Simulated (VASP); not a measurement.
# Hf in VASP: work function with PBE

Aim: the work function of Hf with PBE.

Everything below comes from runs of VASP 6.6.1. Logs are shortened: lines on timing, memory, paths and dates and some standing lists are left out, and cuts for length are marked.

## (1) The sheet as given

The cell holds a sheet with vacuum, 1 atom: a = 2.934 Å, b = 2.934 Å, c = 23.800 Å, α = 90.00°, β = 90.00°, γ = 120.00°.

The cell was built by a generator and needn't be a form met in nature.

## (2) Work function, PBE

INCAR reads:

```
SYSTEM = Hf
  PREC = Accurate
  ENCUT = 520
  EDIFF = 1E-6
  ISMEAR = 0
  SIGMA = 0.05
  LREAL = .False.
  LASPH = .True.
  NELM = 100
  ALGO = Normal
  ISIF = 2
  LWAVE = .False.
  LCHARG = .True.
  LDIPOL = .True.
  IDIPOL = 3
  DIPOL = 0.5 0.5 0.294
  GGA = PE
  LELF = .True.
  LVHAR = .True.
  LVACPOTAV = .True.
```

KPOINTS reads:

```
regular mesh
0
Gamma
  10 10 1
  0 0 0
```

POSCAR reads:

```
Hf
1.0
    2.9335200000      0.0000000000      0.0000000000
   -1.4667600000      2.5405000000      0.0000000000
    0.0000000000      0.0000000000     23.8000000000
Hf
1
Direct
    0.0000000000      0.0000000000      0.2941200000
```

Potentials or basis: VASP PAW PBE potentials, release 64 (Hf_pv).

The run is started by

```
> cat potpaw_PBE.64/Hf_pv/POTCAR > POTCAR
> mpirun -np 1 vasp_std > vasp.out
```

OUTCAR:

```text
SYSTEM = Hf
   PREC = Accurate
   ENCUT = 520
   EDIFF = 1E-6
   ISMEAR = 0
   LREAL = .False.
   LASPH = .True.
   NELM = 100
   ISIF = 2
   GGA = PE

 ion  position               nearest neighbor table
   1  0.000  0.000  0.294-

  LATTYP: Found a hexagonal cell.
 ALAT       =     2.9335200000
 C/A-ratio  =     8.1131200742

  Lattice vectors:

 A1 = (   2.9335200000,   0.0000000000,   0.0000000000)
 A2 = (  -1.4667600000,   2.5405000000,   0.0000000000)
 A3 = (   0.0000000000,   0.0000000000,  23.8000000000)

Analysis of symmetry for initial positions (statically):
=====================================================================
 Subroutine PRICEL returns:
 Original cell was already a primitive cell.

 Routine SETGRP: Setting up the symmetry group for a
 hexagonal supercell.

 Subroutine GETGRP returns: Found 24 space group operations
 (whereof 12 operations were pure point group operations)
 out of a pool of 24 trial point group operations.

The static configuration has the point symmetry C_6v.
 The point group associated with its full space group is D_6h.

Analysis of symmetry for dynamics (positions and initial velocities):
=====================================================================
 Subroutine PRICEL returns:
 Original cell was already a primitive cell.

 Routine SETGRP: Setting up the symmetry group for a
 hexagonal supercell.

 Subroutine GETGRP returns: Found 24 space group operations
 (whereof 12 operations were pure point group operations)
 out of a pool of 24 trial point group operations.

The dynamic configuration has the point symmetry C_6v.
 The point group associated with its full space group is D_6h.

 Subroutine INISYM returns: Found 24 space group operations
 (whereof 12 operations are pure point group operations),
 and found     1 'primitive' translations

----------------------------------------------------------------------------------------

                                     Primitive cell

  volume of cell :     177.3721

  direct lattice vectors                    reciprocal lattice vectors
     2.933520000  0.000000000  0.000000000     0.340887398  0.196811651  0.000000000
    -1.466760000  2.540500000  0.000000000     0.000000000  0.393623302  0.000000000
     0.000000000  0.000000000 23.800000000     0.000000000  0.000000000  0.042016807

  length of vectors
     2.933520000  2.933517538 23.800000000     0.393622972  0.393623302  0.042016807

  position of ions in fractional coordinates (direct lattice)
     0.000000000  0.000000000  0.294120000

  ion indices of the primitive-cell ions
   primitive index   ion index
                 1           1

----------------------------------------------------------------------------------------

 KPOINTS: regular mesh

Automatic generation of k-mesh.
 Grid dimensions read from file:
 generate k-points for:   10   10    1

 Generating k-lattice:

  Cartesian coordinates                     Fractional coordinates (reciprocal lattice)
     0.034088740  0.019681165  0.000000000     0.100000000  0.000000000  0.000000000
     0.000000000  0.039362330  0.000000000     0.000000000  0.100000000  0.000000000
     0.000000000  0.000000000  0.042016807     0.000000000  0.000000000  1.000000000

  Length of vectors
     0.039362297  0.039362330  0.042016807

  Shift w.r.t. Gamma in fractional coordinates (k-lattice)
     0.000000000  0.000000000  0.000000000

 Subroutine IBZKPT returns following result:
 ===========================================

 Found     14 irreducible k-points:

 Following reciprocal coordinates:
            Coordinates               Weight
  0.000000  0.000000  0.000000      1.000000
  0.100000 -0.000000  0.000000      6.000000
  0.200000 -0.000000  0.000000      6.000000
  0.300000  0.000000  0.000000      6.000000
  0.400000 -0.000000  0.000000      6.000000
  0.500000  0.000000  0.000000      3.000000
  0.100000  0.100000  0.000000      6.000000
  0.200000  0.100000  0.000000     12.000000
  0.300000  0.100000  0.000000     12.000000
  0.400000  0.100000  0.000000     12.000000
  0.200000  0.200000  0.000000      6.000000
  0.300000  0.200000  0.000000     12.000000
  0.400000  0.200000  0.000000      6.000000
  0.300000  0.300000  0.000000      6.000000
   k-points           NKPTS =     14   k-points in BZ     NKDIM =     14   number of bands    NBANDS=      9
   number of dos      NEDOS =    301   number of ions     NIONS =      1
   total plane-waves  NPLWV = 103680
   dimension x,y,z NGX =    24 NGY =   24 NGZ =  180
   dimension x,y,z NGXF=    48 NGYF=   48 NGZF=  360
   ions per type =               1
   NGX,Y,Z   is equivalent  to a cutoff of  13.60, 13.60, 12.57 a.u.
   NGXF,Y,Z  is equivalent  to a cutoff of  27.20, 27.20, 25.15 a.u.
 SYSTEM =  Hf
   PREC   = accura    normal or accurate (medium, high low for compatibility)
   ISTART =      0    job   : 0-new  1-cont  2-samecut
   ICHARG =      2    charge: 1-file 2-atom 10-const
   ISPIN  =      1    spin polarized calculation?
   LNONCOLLINEAR =      F non collinear calculations
   LSORBIT =      F    spin-orbit coupling
   LASPH  =      T    aspherical Exc in radial PAW
   ENCUT  =  520.0 eV  38.22 Ry    6.18 a.u.   5.45  5.45 44.25*2*pi/ulx,y,z
   NELM   =    100;   NELMIN=  2; NELMDL= -5     # of ELM steps
   EDIFF  = 0.1E-05   stopping-criterion for ELM
   LREAL  =      F    real-space projection
   EDIFFG = 0.1E-04   stopping-criterion for IOM
   NSW    =      0    number of steps for IOM
   IBRION =     -1    ionic relax: 0-MD 1-quasi-New 2-CG
   NFREE  =      0    steps in history (QN), initial steepest desc. (CG)
   ISIF   =      2    stress and relaxation
   ISYM   =      2    0-nonsym 1-usesym 2-fastsym
   POTIM  = 0.5000    time-step for ionic-motion
   TEBEG  =    0.0;   TEEND  =   0.0 temperature during run
   PSTRESS=    0.0 pullay stress
   NELECT =      10.0000    total number of electrons
   NUPDOWN=      -1.0000    fix difference up-down
   EMIN   =  10.00;   EMAX   =-10.00  energy-range for DOS
   EFERMI =   0.00;   METHOD = LEGACY
   ISMEAR =     0;   SIGMA  =   0.05  broadening in eV -4-tet -1-fermi 0-gaus
   EFERMI_NEDOS =   21; number of points for ismear=-14 and -15
   IALGO  =     38    algorithm
   IMIX   =      4    mixing-type and parameters
     AMIX     =   0.40;   BMIX     =  1.00
     AMIX_MAG =   1.60;   BMIX_MAG =  1.00
  volume/ion in A,a.u.               =     177.37      1196.97
  Fermi-wavevector in a.u.,A,eV,Ry     =   0.627740  1.186256  5.361477  0.394057
  Thomas-Fermi vector in A             =   1.689444
   LORBIT       =      0    0 simple, 1 ext, 2 COOP (PROOUT), +10 PAW based schemes
   GGA     = PE    functional components
   LHFCALC =     F    Hartree Fock is set to
   AEXX    =    0.0000 exact exchange contribution
   IVDW    =     0    specifies the selected vdW correction
   LEPSILON=     F    determine dielectric tensor
   LRPA    =     F    only Hartree local field effects (RPA)
 non-spin polarized calculation
 Gauss-broadening in eV      SIGMA  =   0.05
  energy-cutoff  :      520.00
  volume of cell :      177.37
 maximum number of plane-waves:      4889
 NGX is ok and might be reduce to    24
   NGX = 11   NGY = 11   NGZ = 89

 dipolmoment           0.000000      0.000000     -0.000001 electrons x Angstroem

 number of electron      10.0000001 magnetization

 dipolmoment           0.000000      0.000000      0.000002 electrons x Angstroem

 Free energy of the ion-electron system (eV)
  ---------------------------------------------------
  ext. energy  EPLUGINS =         0.00000000
  ---------------------------------------------------
  free energy    TOTEN  =        -7.78772326 eV

  energy without entropy =       -7.78128607  energy(sigma->0) =       -7.78450467

 E-fermi :  -3.1204     XC(G=0):  -2.1848

 val. band max:       -3.1506403514   @ k =   0.2000  -0.0000   0.0000
 cond. band min:      -3.1203867621   @ k =   0.3000   0.3000   0.0000
 fundamental gap:      0.0302535893
 Fermi energy:        -3.1204011303

 k-point     1 :       0.0000    0.0000    0.0000
  band No.  band energies     occupation
      1     -33.8806      2.00000
      2     -33.0807      2.00000
      3     -33.0807      2.00000
      4      -8.6718      2.00000
      5      -3.4085      2.00000
      6      -2.8684      0.00000
      7      -1.3096      0.00000
      8      -1.3096      0.00000
      9       0.9240      0.00000

 k-point     2 :       0.1000   -0.0000    0.0000
  band No.  band energies     occupation
      1     -33.8630      2.00000
      2     -33.2063      2.00000
      3     -33.1084      2.00000
      4      -8.2506      2.00000
      5      -3.1994      1.97454
      6      -2.9175      0.00000
      7      -1.7388      0.00000
      8      -0.9333      0.00000
      9       1.1474      0.00000

 k-point     3 :       0.2000   -0.0000    0.0000
  band No.  band energies     occupation
      1     -33.8166      2.00000
      2     -33.5247      2.00000
      3     -33.1804      2.00000
      4      -7.1577      2.00000
      5      -3.1506      1.60761
      6      -2.8721      0.00000
      7      -2.2369      0.00000
      8       0.1572      0.00000
      9       1.0669      0.00000

 k-point     4 :       0.3000    0.0000    0.0000
  band No.  band energies     occupation
      1     -33.8992      2.00000
      2     -33.7587      2.00000
      3     -33.2679      2.00000
      4      -6.0723      2.00000
      5      -3.5811      2.00000
      6      -2.9734      0.00003
      7      -1.3482      0.00000
      8       1.3019      0.00000
      9       1.5265      0.00000

 k-point     5 :       0.4000   -0.0000    0.0000
  band No.  band energies     occupation
      1     -34.1885      2.00000
      2     -33.7114      2.00000
      3     -33.3376      2.00000
      4      -5.8559      2.00000
      5      -3.9781      2.00000
      6      -1.9233      0.00000
      7      -0.3912      0.00000
      8       0.9994      0.00000
      9       2.4075      0.00000

 k-point     6 :       0.5000    0.0000    0.0000
  band No.  band energies     occupation
      1     -34.2961      2.00000
      2     -33.6932      2.00000
      3     -33.3639      2.00000
      4      -5.9201      2.00000
      5      -4.1332      2.00000
      6      -0.7887      0.00000
      7      -0.4490      0.00000
      8       0.8894      0.00000
      9       2.9794      0.00000

 k-point     7 :       0.1000    0.1000    0.0000
  band No.  band energies     occupation
      1     -33.8310      2.00000
      2     -33.4187      2.00000
      3     -33.1678      2.00000
      4      -7.4745      2.00000
      5      -3.0565      0.07071
      6      -2.8013      0.00000
      7      -2.3915      0.00000
      8      -0.1377      0.00000
      9       1.0790      0.00000

 k-point     8 :       0.2000    0.1000    0.0000
  band No.  band energies     occupation
      1     -33.7788      2.00000
      2     -33.7422      2.00000
      3     -33.2703      2.00000
      4      -6.2195      2.00000
      5      -3.3692      2.00000
      6      -3.1055      0.67384
      7      -1.9990      0.00000
      8       1.0644      0.00000
      9       1.3739      0.00000

 k-point     9 :       0.3000    0.1000    0.0000
  band No.  band energies     occupation
      1     -34.0509      2.00000
      2     -33.7261      2.00000
      3     -33.3719      2.00000
      4      -5.4512      2.00000
      5      -3.7317      2.00000
      6      -2.7524      0.00000
      7      -0.9980      0.00000
      8       0.4831      0.00000
      9       2.3093      0.00000

 k-point    10 :       0.4000    0.1000    0.0000
  band No.  band energies     occupation
      1     -34.2354      2.00000
      2     -33.6933      2.00000
      3     -33.4339      2.00000
      4      -5.4927      2.00000
      5      -3.9620      2.00000
      6      -1.3407      0.00000
      7      -0.4894      0.00000
      8       0.1370      0.00000
      9       3.3732      0.00000

 k-point    11 :       0.2000    0.2000    0.0000
  band No.  band energies     occupation
      1     -33.9576      2.00000
      2     -33.7318      2.00000
      3     -33.4289      2.00000
      4      -4.8065      2.00000
      5      -3.5543      2.00000
      6      -3.5494      2.00000
      7      -1.3734      0.00000
      8       0.0750      0.00000
      9       2.2739      0.00000

 k-point    12 :       0.3000    0.2000    0.0000
  band No.  band energies     occupation
      1     -34.1052      2.00000
      2     -33.6934      2.00000
      3     -33.5791      2.00000
      4      -4.3119      2.00000
      5      -3.6004      2.00000
      6      -2.7028      0.00000
      7      -0.8275      0.00000
      8      -0.6774      0.00000
      9       3.5419      0.00000

 k-point    13 :       0.4000    0.2000    0.0000
  band No.  band energies     occupation
      1     -34.1561      2.00000
      2     -33.6787      2.00000
      3     -33.6407      2.00000
      4      -4.4313      2.00000
      5      -3.5784      2.00000
      6      -1.6443      0.00000
      7      -1.2002      0.00000
      8      -0.5128      0.00000
      9       4.5443      0.00000

 k-point    14 :       0.3000    0.3000    0.0000
  band No.  band energies     occupation
      1     -34.0386      2.00000
      2     -33.8095      2.00000
      3     -33.6731      2.00000
      4      -3.2501      1.99976
      5      -3.1204      0.99968
      6      -2.6403      0.00000
      7      -2.0234      0.00000
      8      -0.3838      0.00000
      9       4.9667      0.00000

------------------------ aborting loop because EDIFF is reached ----------------------------------------

  FORCE on cell =-STRESS in cart. coord.  units (eV):
  Direction    XX          YY          ZZ          XY          YZ          ZX
  --------------------------------------------------------------------------------------
  -------------------------------------------------------------------------------------
  Total       -0.3565025     -0.3565017     -0.0028052      0.0000000      0.0000000     -0.0000000
  in kB       -3.2202374     -3.2202302     -0.0253393      0.0000000      0.0000000     -0.0000000
  external PRESSURE =      -2.1552690 kB  Pullay stress =       0.0000000 kB

 VOLUME and BASIS-vectors are now :
 -----------------------------------------------------------------------------
  energy-cutoff  :      520.00
  volume of cell :      177.37
      direct lattice vectors                 reciprocal lattice vectors
     2.933520000  0.000000000  0.000000000     0.340887398  0.196811651  0.000000000
    -1.466760000  2.540500000  0.000000000     0.000000000  0.393623302  0.000000000
     0.000000000  0.000000000 23.800000000     0.000000000  0.000000000  0.042016807

 POSITION                                       TOTAL-FORCE (eV/Angst)
 -----------------------------------------------------------------------------------
      0.00000      0.00000      7.00006         0.000000     -0.000000     -0.000000
 -----------------------------------------------------------------------------------
    total drift:                                0.000000      0.000000      0.000030

  FREE ENERGIE OF THE ION-ELECTRON SYSTEM (eV)
  ---------------------------------------------------
  free  energy   TOTEN  =        -7.7877232641 eV

  energy  without entropy=       -7.7812860676  energy(sigma->0) =       -7.78450467

 vacuum level on the upper side and lower side of the slab         1.238         1.238
```

It took 44 s on 1 thread of Intel Xeon Platinum 8488C (Sapphire Rapids), shared host; peak memory 0.29 GiB.

Results:

```yaml
Free_energy: -7.7877 eV
Band_gap_on_the_k_mesh: none (metal or under the smearing width)
Work_function_of_the_upper_face: 4.36 eV
Work_function_of_the_lower_face: 4.36 eV
```

Levels at points of the mesh, in eV from the Fermi level:
| k point | band 2 | band 3 | band 4 | band 5 | band 6 | band 7 | band 8 | band 9 |
| --- | --- | --- | --- | --- | --- | --- | --- | --- |
| (0.00, 0.00, 0.00) | -29.96 | -29.96 | -5.55 | -0.29 | 0.25 | 1.81 | 1.81 | 4.04 |
| (0.50, 0.00, 0.00) | -30.57 | -30.24 | -2.80 | -1.01 | 2.33 | 2.67 | 4.01 | 6.10 |

The run has no spin-orbit coupling, so splittings on Hf are missing.

## (3) For comparison

An earlier run on the cell as given: functional PBE; potentials or basis VASP PAW PBE potentials, release 64 (Hf_pv); cutoff 520 eV; k mesh 10 × 10 × 1; occupations fermi-dirac, width 0.05 eV; no spin polarisation.

- Band gap on the k mesh: none (metal or under the smearing width)
